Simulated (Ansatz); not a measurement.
# Ti: straining the crystal, a stretch of c alone

How does Ti answer a stretch of c alone between -3 and +3 %? At each strain the rest of the cell is held and the atoms relax, within the symmetry that is left.

Computed with Ansatz 0.2.0 (DFT PBEsol, scalar-relativistic, plane waves, PAW, unless a step's input says otherwise).

2 further runs of the same task are left out: 2 set aside as unsound or not needed.

## 1. The starting structure

The structure is hexagonal, space group P6/mmm (No. 191). Conventional cell: a = 4.515 Å, b = 4.515 Å, c = 2.799 Å, α = 90.00°, β = 90.00°, γ = 120.00°. Ti (site symmetry 6/mmm) has 14 Ti at 2.80 to 2.96 Å as nearest neighbours. Around Ti (site symmetry -6m2) lie 11 Ti at 2.61 to 2.96 Å.

Structure file:

```cif
data_structure
_symmetry_space_group_name_H-M 'P 1'
_symmetry_Int_Tables_number 1
_cell_length_a 4.5153
_cell_length_b 4.5153
_cell_length_c 2.7988
_cell_angle_alpha 90.000
_cell_angle_beta 90.000
_cell_angle_gamma 120.000
_cell_volume 49.42
loop_
_atom_site_label
_atom_site_type_symbol
_atom_site_fract_x
_atom_site_fract_y
_atom_site_fract_z
_atom_site_occupancy
Ti1 Ti 0.00000 0.00000 0.00000 1
Ti2 Ti 0.33333 0.66667 0.50000 1
Ti3 Ti 0.66667 0.33333 0.50000 1
```

It goes back to an entry of the Materials Project, which need not be the stable form.

It is the result of an earlier relaxation at this level (volume 16.47 Å³/atom; gap on the mesh: none (metal)).

## 2. The unstrained reference

The input, input.yaml:

```yaml
crystal:
  lattice:
    - [4.5152900523, 0.0, 0.0]
    - [-2.2576450261, 3.9103558907, 0.0]
    - [0.0, 0.0, 2.7987936485]
  atoms:
    - { symbol: Ti, position: [0.0, 0.0, 0.0] }
    - { symbol: Ti, position: [0.3333333333, 0.6666666667, 0.5] }
    - { symbol: Ti, position: [0.6666666667, 0.3333333333, 0.5] }
basis:
  ecutwfc: 420
kpoints:
  mp_grid: { grid: [12, 12, 18] }
hamiltonian:
  xc: pbesol
scf:
  occupations: { method: gaussian, width: 0.1 }
output:
  forces: true
  stress: true
  eigenvalues: true
```

The run is started by

```
$ ansatz run input.yaml --threads 1 --pin off --max-ram 2560MiB --backend cpu --events-out ev --progress --plain --runs-dir out
```

Standard output, cut to the lines that bear on the results:

```text
Warning: RAYON_NUM_THREADS=1 ignored (pool sized by the plan → 1); use --threads N
[...]
Pseudopotentials: kind: paw
Pseudopotential: Ti, paw, valence charge 12, recommended cutoff 420 eV (normal), Ti.paw.azcp
Functional definition: PBEsol
[...]
Crystal: 3 atoms, lattice volume = 49.417 Å³
Basis set: ecut = 420 eV, 951 PW (Γ), exchange–correlation on 64×64×40 points (8 copies of the dense FFT grid, shifted against one another)
Bands: 22, of which v1, the nominal top of the filled ones, is band 18 counted from 1 (17 counted from 0)
Symmetry: 24 space group operations
Space group: P6/mmm (ITA 191), of the structure as read, at distance tolerance 3.7e-5 Å
k-points: 190 of 2592
[...]
SCF iter   1: F=—  HF=-7421.762271 eV  |F-HF|=—  |Δ(HF+E_count)|=         —  Δρ=1.30e-2  dr2=9.22e-2  ethr=1.77e-3  ⟨swp⟩=4.0  Hψ=14170  notcnv=0
[...]
SCF iter   6: F=-7421.739438 eV  HF=-7421.739438 eV  |F-HF|=9.08e-9  |Δ(HF+E_count)|=   3.06e-7  Δρ=6.14e-6  dr2=1.75e-8  ethr=2.78e-10  ⟨swp⟩=5.4  Hψ=15989  notcnv=0
[...]
SCF converged after 6 iterations
Free energy (F): -7421.739438 eV
[...]
E sigma→0 (E₀):  -7421.732826 eV
Entropy (-TS):   -0.013223 eV (-4.408 meV/atom)
Fermi energy:    13.986156 eV
[...]
--- Forces (eV/Å), atoms counted from 1 ---
  atom   1  Ti    -0.00000000     0.00000000     0.00000000
  atom   2  Ti     0.00000000     0.00000000    -0.00000000
  atom   3  Ti     0.00000000    -0.00000000     0.00000000
[...]
--- Stress (GPa, compression-positive) ---
       -0.048274      -0.000000      -0.000000
       -0.000000      -0.048274      -0.000000
       -0.000000      -0.000000       0.032205
  P = ⅓ Tr σ = -0.0214 GPa (-0.214 kbar)
--- Band table (eV; the first three rows and the last of 190) ---
  k-point 0: bands = ["-42.5565", "-42.2915", "-42.1008", "-19.0031", "-19.0031", "-18.9190", "-18.9190", "-18.5794", "-18.3604", "-18.2701", "-18.2366", "-18.2366", "7.8180", "11.9238", "13.2673", "13.2673", "13.3666", "13.3666", "13.9754", "14.6948", "15.3287", "15.3287"]
[...]
```

Run time: 13 s. Hardware: 1 thread of Intel Xeon Platinum 8259CL at 2.50GHz (Skylake/Cascade Lake), shared host; peak memory 0.5 GiB.

The crystal is set up in a cell of 3 atoms whose axes suit the strains; its energy is the zero of the series.

## 3. At -1.0 %

Changes to input.yaml since step 2:

```diff
@@ -4,3 +4,3 @@
     - [-2.2576450261, 3.9103558907, 0.0]
-    - [0.0, 0.0, 2.7987936485]
+    - [0.0, 0.0, 2.7708057121]
   atoms:
```

The run is started by

```
$ ansatz run input.yaml --threads 1 --pin off --max-ram 2560MiB --backend cpu --events-out ev --progress --plain --runs-dir out
```

Standard output, cut to the lines that bear on the results:

```text
Warning: RAYON_NUM_THREADS=1 ignored (pool sized by the plan → 1); use --threads N
[...]
[... 3 set-up lines as earlier in the session ...]
[...]
Crystal: 3 atoms, lattice volume = 48.922 Å³
Basis set: ecut = 420 eV, 939 PW (Γ), exchange–correlation on 64×64×40 points (8 copies of the dense FFT grid, shifted against one another)
Bands: 22, of which v1, the nominal top of the filled ones, is band 18 counted from 1 (17 counted from 0)
[... 2 set-up lines as earlier in the session ...]
k-points: 190 of 2592
[...]
SCF iter   1: F=—  HF=-7421.758519 eV  |F-HF|=—  |Δ(HF+E_count)|=         —  Δρ=1.31e-2  dr2=9.18e-2  ethr=1.77e-3  ⟨swp⟩=4.0  Hψ=14266  notcnv=0
[...]
SCF iter   6: F=-7421.735259 eV  HF=-7421.735259 eV  |F-HF|=1.09e-8  |Δ(HF+E_count)|=   2.63e-7  Δρ=6.21e-6  dr2=1.76e-8  ethr=2.78e-10  ⟨swp⟩=5.1  Hψ=15783  notcnv=0
[...]
SCF converged after 6 iterations
Free energy (F): -7421.735259 eV
[...]
E sigma→0 (E₀):  -7421.728653 eV
Entropy (-TS):   -0.013212 eV (-4.404 meV/atom)
Fermi energy:    14.139338 eV
[...]
--- Forces (eV/Å), atoms counted from 1 ---
  atom   1  Ti     0.00000000    -0.00000000    -0.00000000
  atom   2  Ti     0.00000000    -0.00000000     0.00000000
  atom   3  Ti    -0.00000000     0.00000000    -0.00000000
[...]
--- Stress (GPa, compression-positive) ---
        0.548664       0.000000      -0.000000
       -0.000000       0.548664      -0.000000
       -0.000000      -0.000000       2.704305
  P = ⅓ Tr σ = 1.2672 GPa (12.672 kbar)
--- Band table (eV; the first three rows and the last of 190) ---
  k-point 0: bands = ["-42.3677", "-42.1086", "-41.9195", "-18.8182", "-18.8182", "-18.7397", "-18.7397", "-18.3695", "-18.1547", "-18.0670", "-18.0513", "-18.0513", "7.9637", "12.0692", "13.4137", "13.4137", "13.5108", "13.5108", "14.0843", "14.8032", "15.4933", "15.4933"]
[...]
```

Run time: 12 s. Hardware: 1 thread of Intel Xeon Platinum 8259CL at 2.50GHz (Skylake/Cascade Lake), shared host; peak memory 0.5 GiB.

The cell is held at each strain. Atoms start from the nearest strain of the same sign that is done. Symmetry fixes all atoms here, so a single point is enough.

## 4. At +1.0 %

Changes to input.yaml since step 3:

```diff
@@ -4,3 +4,3 @@
     - [-2.2576450261, 3.9103558907, 0.0]
-    - [0.0, 0.0, 2.7708057121]
+    - [0.0, 0.0, 2.826781585]
   atoms:
```

The run is started by

```
$ ansatz run input.yaml --threads 1 --pin off --max-ram 2560MiB --backend cpu --events-out ev --progress --plain --runs-dir out
```

Standard output, cut to the lines that bear on the results:

```text
Warning: RAYON_NUM_THREADS=1 ignored (pool sized by the plan → 1); use --threads N
[...]
[... 3 set-up lines as earlier in the session ...]
[...]
Crystal: 3 atoms, lattice volume = 49.911 Å³
Basis set: ecut = 420 eV, 963 PW (Γ), exchange–correlation on 64×64×40 points (8 copies of the dense FFT grid, shifted against one another)
Bands: 22, of which v1, the nominal top of the filled ones, is band 18 counted from 1 (17 counted from 0)
[... 2 set-up lines as earlier in the session ...]
k-points: 190 of 2592
[...]
SCF iter   1: F=—  HF=-7421.758060 eV  |F-HF|=—  |Δ(HF+E_count)|=         —  Δρ=1.29e-2  dr2=9.30e-2  ethr=1.77e-3  ⟨swp⟩=4.0  Hψ=14145  notcnv=0
[...]
SCF iter   7: F=-7421.735600 eV  HF=-7421.735600 eV  |F-HF|=1.75e-9  |Δ(HF+E_count)|=   3.64e-8  Δρ=2.38e-6  dr2=2.38e-9  ethr=2.78e-10  ⟨swp⟩=4.9  Hψ=15515  notcnv=0
[...]
SCF converged after 7 iterations
Free energy (F): -7421.735600 eV
[...]
E sigma→0 (E₀):  -7421.728972 eV
Entropy (-TS):   -0.013256 eV (-4.419 meV/atom)
Fermi energy:    13.833768 eV
[...]
--- Forces (eV/Å), atoms counted from 1 ---
  atom   1  Ti     0.00000000    -0.00000000    -0.00000000
  atom   2  Ti     0.00000000     0.00000000     0.00000000
  atom   3  Ti    -0.00000000    -0.00000000    -0.00000000
[...]
--- Stress (GPa, compression-positive) ---
       -0.615246      -0.000000      -0.000000
        0.000000      -0.615246      -0.000000
       -0.000000      -0.000000      -2.494005
  P = ⅓ Tr σ = -1.2415 GPa (-12.415 kbar)
--- Band table (eV; the first three rows and the last of 190) ---
  k-point 0: bands = ["-42.7420", "-42.4710", "-42.2788", "-19.1849", "-19.1849", "-19.0950", "-19.0950", "-18.7840", "-18.5606", "-18.4680", "-18.4181", "-18.4181", "7.6760", "11.7812", "13.1235", "13.1235", "13.2251", "13.2251", "13.8688", "14.5869", "15.1663", "15.1663"]
[...]
```

Run time: 12 s. Hardware: 1 thread of Intel Xeon Platinum 8259CL at 2.50GHz (Skylake/Cascade Lake), shared host; peak memory 0.49 GiB.

## 5. Strain -2.0 %

Changes to input.yaml since step 4:

```diff
@@ -4,3 +4,3 @@
     - [-2.2576450261, 3.9103558907, 0.0]
-    - [0.0, 0.0, 2.826781585]
+    - [0.0, 0.0, 2.7428177756]
   atoms:
```

The run is started by

```
$ ansatz run input.yaml --threads 1 --pin off --max-ram 2560MiB --backend cpu --events-out ev --progress --plain --runs-dir out
```

Standard output, cut to the lines that bear on the results:

```text
Warning: RAYON_NUM_THREADS=1 ignored (pool sized by the plan → 1); use --threads N
[...]
[... 3 set-up lines as earlier in the session ...]
[...]
Crystal: 3 atoms, lattice volume = 48.428 Å³
Basis set: ecut = 420 eV, 939 PW (Γ), exchange–correlation on 64×64×40 points (8 copies of the dense FFT grid, shifted against one another)
Bands: 22, of which v1, the nominal top of the filled ones, is band 18 counted from 1 (17 counted from 0)
[... 1 set-up line as earlier in the session ...]
Space group: P6/mmm (ITA 191), of the structure as read, at distance tolerance 3.6e-5 Å
k-points: 190 of 2592
[...]
SCF iter   1: F=—  HF=-7421.746249 eV  |F-HF|=—  |Δ(HF+E_count)|=         —  Δρ=1.32e-2  dr2=9.18e-2  ethr=1.77e-3  ⟨swp⟩=4.0  Hψ=14402  notcnv=0
[...]
SCF iter   6: F=-7421.722607 eV  HF=-7421.722607 eV  |F-HF|=1.86e-8  |Δ(HF+E_count)|=   2.47e-7  Δρ=6.64e-6  dr2=2.60e-8  ethr=2.78e-10  ⟨swp⟩=5.1  Hψ=16063  notcnv=0
[...]
SCF converged after 6 iterations
Free energy (F): -7421.722607 eV
[...]
E sigma→0 (E₀):  -7421.716025 eV
Entropy (-TS):   -0.013166 eV (-4.389 meV/atom)
Fermi energy:    14.293240 eV
[...]
--- Forces (eV/Å), atoms counted from 1 ---
  atom   1  Ti     0.00000000     0.00000000     0.00000000
  atom   2  Ti    -0.00000000     0.00000000     0.00000000
  atom   3  Ti     0.00000000    -0.00000000    -0.00000000
[...]
--- Stress (GPa, compression-positive) ---
        1.176165      -0.000000      -0.000000
        0.000000       1.176165      -0.000000
       -0.000000      -0.000000       5.526908
  P = ⅓ Tr σ = 2.6264 GPa (26.264 kbar)
--- Band table (eV; the first three rows and the last of 190) ---
  k-point 0: bands = ["-42.1757", "-41.9221", "-41.7346", "-18.6300", "-18.6300", "-18.5570", "-18.5570", "-18.1539", "-17.9433", "-17.8622", "-17.8622", "-17.8581", "8.1130", "12.2176", "13.5628", "13.5628", "13.6576", "13.6576", "14.1958", "14.9123", "15.6604", "15.6604"]
[...]
```

Wall time 11 s (1 thread of Intel Xeon Platinum 8259CL at 2.50GHz (Skylake/Cascade Lake), shared host); peak memory 0.49 GiB.

## 6. Strain +2.0 %

Changes to input.yaml since step 5:

```diff
@@ -4,3 +4,3 @@
     - [-2.2576450261, 3.9103558907, 0.0]
-    - [0.0, 0.0, 2.7428177756]
+    - [0.0, 0.0, 2.8547695215]
   atoms:
```

The run is started by

```
$ ansatz run input.yaml --threads 1 --pin off --max-ram 2560MiB --backend cpu --events-out ev --progress --plain --runs-dir out
```

Standard output, cut to the lines that bear on the results:

```text
Warning: RAYON_NUM_THREADS=1 ignored (pool sized by the plan → 1); use --threads N
[...]
[... 3 set-up lines as earlier in the session ...]
[...]
Crystal: 3 atoms, lattice volume = 50.405 Å³
Basis set: ecut = 420 eV, 963 PW (Γ), exchange–correlation on 64×64×40 points (8 copies of the dense FFT grid, shifted against one another)
Bands: 22, of which v1, the nominal top of the filled ones, is band 18 counted from 1 (17 counted from 0)
[... 2 set-up lines as earlier in the session ...]
k-points: 190 of 2592
[...]
SCF iter   1: F=—  HF=-7421.746124 eV  |F-HF|=—  |Δ(HF+E_count)|=         —  Δρ=1.29e-2  dr2=9.45e-2  ethr=1.77e-3  ⟨swp⟩=4.0  Hψ=14084  notcnv=0
[...]
SCF iter   7: F=-7421.724195 eV  HF=-7421.724195 eV  |F-HF|=9.88e-10  |Δ(HF+E_count)|=   2.40e-8  Δρ=1.96e-6  dr2=1.60e-9  ethr=2.78e-10  ⟨swp⟩=4.2  Hψ=13221  notcnv=0
the search or the solves at the SCF's close seem to have found levels that the self-consistency loop had missed (the run counts 1). By its estimate they hold under 1e-12 electrons; where the run keeps them, the occupations were computed again with them
[...]
SCF converged after 7 iterations
Free energy (F): -7421.724195 eV
[...]
E sigma→0 (E₀):  -7421.717523 eV
Entropy (-TS):   -0.013344 eV (-4.448 meV/atom)
Fermi energy:    13.682409 eV
[...]
--- Forces (eV/Å), atoms counted from 1 ---
  atom   1  Ti     0.00000000     0.00000000    -0.00000000
  atom   2  Ti    -0.00000000     0.00000000     0.00000000
  atom   3  Ti     0.00000000    -0.00000000    -0.00000000
[...]
--- Stress (GPa, compression-positive) ---
       -1.153666       0.000000      -0.000000
       -0.000000      -1.153666      -0.000000
       -0.000000      -0.000000      -4.875782
  P = ⅓ Tr σ = -2.3944 GPa (-23.944 kbar)
--- Band table (eV; the first three rows and the last of 190) ---
[... band rows left out ...]
[...]
```

It took 16 s on 1 thread of Intel Xeon Platinum 8259CL at 2.50GHz (Skylake/Cascade Lake), shared host; peak memory 0.5 GiB.

## 7. At -3.0 %

Changes to input.yaml since step 6:

```diff
@@ -4,3 +4,3 @@
     - [-2.2576450261, 3.9103558907, 0.0]
-    - [0.0, 0.0, 2.8547695215]
+    - [0.0, 0.0, 2.7148298391]
   atoms:
```

The run is started by

```
$ ansatz run input.yaml --threads 1 --pin off --max-ram 2560MiB --backend cpu --events-out ev --progress --plain --runs-dir out
```

Standard output, cut to the lines that bear on the results:

```text
Warning: RAYON_NUM_THREADS=1 ignored (pool sized by the plan → 1); use --threads N
[...]
[... 3 set-up lines as earlier in the session ...]
[...]
Crystal: 3 atoms, lattice volume = 47.934 Å³
Basis set: ecut = 420 eV, 939 PW (Γ), exchange–correlation on 64×64×40 points (8 copies of the dense FFT grid, shifted against one another)
Bands: 22, of which v1, the nominal top of the filled ones, is band 18 counted from 1 (17 counted from 0)
[... 2 set-up lines as earlier in the session ...]
k-points: 190 of 2592
[...]
SCF iter   1: F=—  HF=-7421.725025 eV  |F-HF|=—  |Δ(HF+E_count)|=         —  Δρ=1.33e-2  dr2=9.26e-2  ethr=1.77e-3  ⟨swp⟩=4.0  Hψ=14521  notcnv=0
[...]
SCF iter   7: F=-7421.701009 eV  HF=-7421.701009 eV  |F-HF|=3.16e-10  |Δ(HF+E_count)|=   2.45e-8  Δρ=1.59e-6  dr2=7.51e-10  ethr=2.78e-10  ⟨swp⟩=3.6  Hψ=12106  notcnv=0
[...]
SCF converged after 7 iterations
Free energy (F): -7421.701009 eV
[...]
E sigma→0 (E₀):  -7421.694493 eV
Entropy (-TS):   -0.013033 eV (-4.344 meV/atom)
Fermi energy:    14.447880 eV
[...]
--- Forces (eV/Å), atoms counted from 1 ---
  atom   1  Ti    -0.00000000     0.00000000     0.00000000
  atom   2  Ti     0.00000000     0.00000000     0.00000000
  atom   3  Ti    -0.00000000    -0.00000000    -0.00000000
[...]
--- Stress (GPa, compression-positive) ---
        1.833679       0.000000      -0.000000
        0.000000       1.833679      -0.000000
       -0.000000      -0.000000       8.507249
  P = ⅓ Tr σ = 4.0582 GPa (40.582 kbar)
--- Band table (eV; the first three rows and the last of 190) ---
  k-point 0: bands = ["-41.9806", "-41.7320", "-41.5464", "-18.4387", "-18.4387", "-18.3708", "-18.3708", "-17.9324", "-17.7260", "-17.6694", "-17.6694", "-17.6435", "8.2662", "12.3690", "13.7146", "13.7146", "13.8071", "13.8071", "14.3099", "15.0220", "15.8298", "15.8298"]
[...]
```

Run time: 14 s. Hardware: 1 thread of Intel Xeon Platinum 8259CL at 2.50GHz (Skylake/Cascade Lake), shared host; peak memory 0.49 GiB.

## 8. At +3.0 %

Changes to input.yaml since step 7:

```diff
@@ -4,3 +4,3 @@
     - [-2.2576450261, 3.9103558907, 0.0]
-    - [0.0, 0.0, 2.7148298391]
+    - [0.0, 0.0, 2.882757458]
   atoms:
```

The run is started by

```
$ ansatz run input.yaml --threads 1 --pin off --max-ram 2560MiB --backend cpu --events-out ev --progress --plain --runs-dir out
```

Standard output, cut to the lines that bear on the results:

```text
Warning: RAYON_NUM_THREADS=1 ignored (pool sized by the plan → 1); use --threads N
[...]
[... 3 set-up lines as earlier in the session ...]
[...]
Crystal: 3 atoms, lattice volume = 50.899 Å³
Basis set: ecut = 420 eV, 987 PW (Γ), exchange–correlation on 64×64×40 points (8 copies of the dense FFT grid, shifted against one another)
Bands: 22, of which v1, the nominal top of the filled ones, is band 18 counted from 1 (17 counted from 0)
[... 2 set-up lines as earlier in the session ...]
k-points: 190 of 2592
[...]
SCF iter   1: F=—  HF=-7421.727172 eV  |F-HF|=—  |Δ(HF+E_count)|=         —  Δρ=1.28e-2  dr2=9.68e-2  ethr=1.77e-3  ⟨swp⟩=4.0  Hψ=14112  notcnv=0
[...]
SCF iter   7: F=-7421.705665 eV  HF=-7421.705665 eV  |F-HF|=3.97e-10  |Δ(HF+E_count)|=   1.41e-8  Δρ=1.59e-6  dr2=1.01e-9  ethr=2.78e-10  ⟨swp⟩=3.8  Hψ=12540  notcnv=0
the search or the solves at the SCF's close seem to have found levels that the self-consistency loop had missed (the run counts 1). By its estimate they hold under 1e-12 electrons; where the run keeps them, the occupations were computed again with them
[...]
SCF converged after 7 iterations
Free energy (F): -7421.705665 eV
[...]
E sigma→0 (E₀):  -7421.698912 eV
Entropy (-TS):   -0.013505 eV (-4.502 meV/atom)
Fermi energy:    13.532386 eV
[...]
--- Forces (eV/Å), atoms counted from 1 ---
  atom   1  Ti    -0.00000000    -0.00000000    -0.00000000
  atom   2  Ti    -0.00000000     0.00000000     0.00000000
  atom   3  Ti    -0.00000000    -0.00000000    -0.00000000
[...]
--- Stress (GPa, compression-positive) ---
       -1.665496      -0.000000      -0.000000
       -0.000000      -1.665496      -0.000000
       -0.000000      -0.000000      -7.114030
  P = ⅓ Tr σ = -3.4817 GPa (-34.817 kbar)
--- Band table (eV; the first three rows and the last of 190) ---
[... band rows left out ...]
[...]
```

It took 16 s on 1 thread of Intel Xeon Platinum 8259CL at 2.50GHz (Skylake/Cascade Lake), shared host; peak memory 0.5 GiB.

## 9. Energy and stress against strain (a metal throughout)

Lengths are those of the vectors of the cell that was run; stresses in GPa:

| strain (%) | ΔE (meV/atom) | a (Å) | b (Å) | c (Å) | σxx | σyy | σzz |
| --- | --- | --- | --- | --- | --- | --- | --- |
| -3.0 | 12.8 | 4.515 | 4.515 | 2.715 | 1.83 | 1.83 | 8.51 |
| -2.0 | 5.6 | 4.515 | 4.515 | 2.743 | 1.18 | 1.18 | 5.53 |
| -1.0 | 1.4 | 4.515 | 4.515 | 2.771 | 0.55 | 0.55 | 2.70 |
| +0.0 | 0.0 | 4.515 | 4.515 | 2.799 | -0.05 | -0.05 | 0.03 |
| +1.0 | 1.3 | 4.515 | 4.515 | 2.827 | -0.62 | -0.62 | -2.49 |
| +2.0 | 5.1 | 4.515 | 4.515 | 2.855 | -1.15 | -1.15 | -4.88 |
| +3.0 | 11.3 | 4.515 | 4.515 | 2.883 | -1.67 | -1.67 | -7.11 |

ΔE is over the unstrained cell. Stress in GPa, positive in compression, on the Cartesian axes of the input. 

## 10. Summary of results

| quantity | value |
| --- | --- |
| largest energy cost | 12.8 meV/atom at -3.0 % |
| (1/V) d²E/dε² at zero strain, cubic fit | 260 GPa |

**Reading.** From the curvature follows the elastic constant along c at held a and b: 260 GPa. Compression by 3 % costs 12.8 meV/atom and stretching 11.3.
